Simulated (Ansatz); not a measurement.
# Step by step: Yb, relaxation of cell and atoms

The calculation used DFT, PBE, PAW with Ansatz's default frozen-core files, scalar-relativistic (Ansatz 0.2.0).

Command: `ansatz run input.yaml --threads 1 --pin off --max-ram 2048MiB --backend cpu --events-out ev --progress --plain --runs-dir out` The run took about 14 s on 1 thread of a shared machine.

```yaml
crystal:
  lattice:
    - [-1.9254483803, 1.9254483803, 1.9254483803]
    - [1.9254483803, -1.9254483803, 1.9254483803]
    - [1.9254483803, 1.9254483803, -1.9254483803]
  atoms:
    - { symbol: Yb, position: [0.0, 0.0, 0.0] }
kpoints:
  mp_grid: { grid: [15, 15, 15] }
scf:
  occupations: { method: fermi_dirac, width: 0.05 }
hamiltonian:
  xc: pbe
  pseudopotentials: { kind: paw }
output:
  forces: true
  stress: true
relax:
  f_tol: 0.005
  max_steps: 80
  cell: {}
```

Semilocal functionals without a Hubbard term describe localised f shells poorly; where the shell is localised, the real material differs.

No spin–orbit coupling, which matters for the heavy atoms here.

The cell is built from the bcc type as a first guess.

The cutoff is 420 eV; energies and pressures of the walk include the program's estimate of the Pulay term.

Each frame lists the cell vectors (Å), then Cartesian positions (Å); symmetry keeps all forces zero. Free energies count from the first step, -13794.9510 eV.

The walk took 5 evaluations in all; steps that aren't listed are left out.

Step 1: E = 0.0 meV, P = 5.59 GPa

```
cell -1.9254 1.9254 1.9254 1.9254 -1.9254 1.9254 1.9254 1.9254 -1.9254
Yb    0.0000    0.0000    0.0000
```

Step 2: E = -77.4 meV, P = 1.62 GPa

```
cell -2.0043 2.0043 2.0043 2.0043 -2.0043 2.0043 2.0043 2.0043 -2.0043
Yb    0.0000    0.0000    0.0000
```

Step 3: E = -87.5 meV, P = 0.34 GPa

```
cell -2.0404 2.0404 2.0404 2.0404 -2.0404 2.0404 2.0404 2.0404 -2.0404
Yb    0.0000    0.0000    0.0000
```

**Question.** How does the relaxation end?

**Answer.** It converges, with a = 4.105 Å, b = 4.105 Å, c = 4.105 Å, α = 90.00°, β = 90.00°, γ = 90.00° (conventional cell, space group Im-3m). The last solve (on a basis chosen afresh for the final cell, so its energy is not quite comparable) gives E = -89.8 meV, P = -0.01 GPa:
```
cell -2.0523 2.0523 2.0523 2.0523 -2.0523 2.0523 2.0523 2.0523 -2.0523
Yb    0.0000    0.0000    0.0000
```
